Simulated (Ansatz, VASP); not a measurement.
**One calculation of GaSb, two programs**

Contents of POSCAR:

```
GaSb
1.0
    0.0000000000      3.0590000000      3.0590000000
    3.0590000000      0.0000000000      3.0590000000
    3.0590000000      3.0590000000      0.0000000000
Ga Sb
1 1
Direct
    0.0000000000      0.0000000000      0.0000000000
    0.2500000000      0.2500000000      0.2500000000
```

INCAR.step1

```
  ALGO = Normal
  EDIFF = 1E-4
  ENCUT = 600
  GGA = PE
  ISMEAR = -1
  LASPH = True
  LCHARG = False
  LREAL = False
  LWAVE = True
  NELM = 60
  PREC = Accurate
  SIGMA = 0.01
```

INCAR.step2

```
  ALGO = Normal
  EDIFF = 1E-7
  EDIFFG = -0.01
  ENCUT = 600
  IBRION = 2
  ISIF = 3
  ISMEAR = -1
  ISTART = 1
  IVDW = 13
  LASPH = True
  LCHARG = False
  LMIXTAU = True
  LREAL = False
  LWAVE = False
  METAGGA = R2SCAN
  NELM = 60
  NSW = 100
  PREC = Accurate
  SIGMA = 0.01
  VDW_A1 = 0.51559235
  VDW_A2 = 5.77342911
  VDW_S6 = 1.0
  VDW_S8 = 0.6018749
```

Contents of KPOINTS:

```
k-points
0
Gamma
  6 6 6
```

Input for Ansatz:

```yaml
crystal:
  lattice:
    - [0.0, 3.059, 3.059]
    - [3.059, 0.0, 3.059]
    - [3.059, 3.059, 0.0]
  atoms:
    - { symbol: Ga, position: [0.0, 0.0, 0.0] }
    - { symbol: Sb, position: [0.25, 0.25, 0.25] }
kpoints:
  mp_grid:
    grid: [6, 6, 6]
hamiltonian:
  xc: r2scan
  dispersion: d4
scf:
  occupations:
    method: fermi_dirac
    width: 0.01
relax:
  max_steps: 100
  cell: {}
```

Alike in both runs: task relaxation of cell and atoms; functional r2SCAN; dispersion D4; k mesh 6 × 6 × 6; occupations fermi-dirac, width 0.01 eV; no spin polarisation.

```csv
,VASP,Ansatz
version,VASP 6.6.1,Ansatz 0.2.0
potentials or method,"VASP PAW PBE potentials, release 64 (Ga_d, Sb)","plane waves, PAW"
plane-wave cutoff (eV),600,500
valence electrons in the cell,18,28
```

```csv
,VASP,Ansatz,Ansatz less VASP
relaxed volume (Å³/atom),28.46,28.44,-0.024
relaxed cell length with the largest relative difference (Å),4.318,4.317,-0.0012
```

The two sets of potentials don't hold the same shells in valence.

Caveats: the PAW data sets were made with another functional, which shifts forces and pressure a little (VASP).
